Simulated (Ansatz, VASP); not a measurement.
# GaN in VASP and in Ansatz

```
N Ga
1.0
     3.19472    0.00000    0.00000
    -1.59736    2.76671    0.00000
     0.00000    0.00000   17.26060
N Ga
2 2
Direct
  0.00000 0.00000 0.40555
  0.33333 0.66667 0.60474
  0.33333 0.66667 0.44333
  0.66667 0.33333 0.60070
```

Alike in both runs: functional PBE; dispersion D3(BJ); k mesh 9 × 9 × 1; occupations gaussian, width 0.05 eV; no spin polarisation.

Ansatz relaxed the structure, and its values are those at the end. VASP's run is a single point on that final structure, the one shown.

```csv
,VASP,Ansatz
version,VASP 6.6.1,Ansatz 0.2.0
potentials or method,"VASP PAW PBE potentials, release 64 (N, Ga_d)","scalar-relativistic, plane waves, PAW"
plane-wave cutoff (eV),520,420
valence electrons in the cell,36,36
```

```csv
,VASP,Ansatz,Ansatz less VASP
gap on the k mesh at the Fermi level (eV),0.26,0.26,+0.001
least direct gap on the mesh (eV),0.26,0.26,+0.001
rms of the force components (eV/Å),1.177,1.177,-0.0004
```

Ansatz warned: «vacuum_below_fermi».
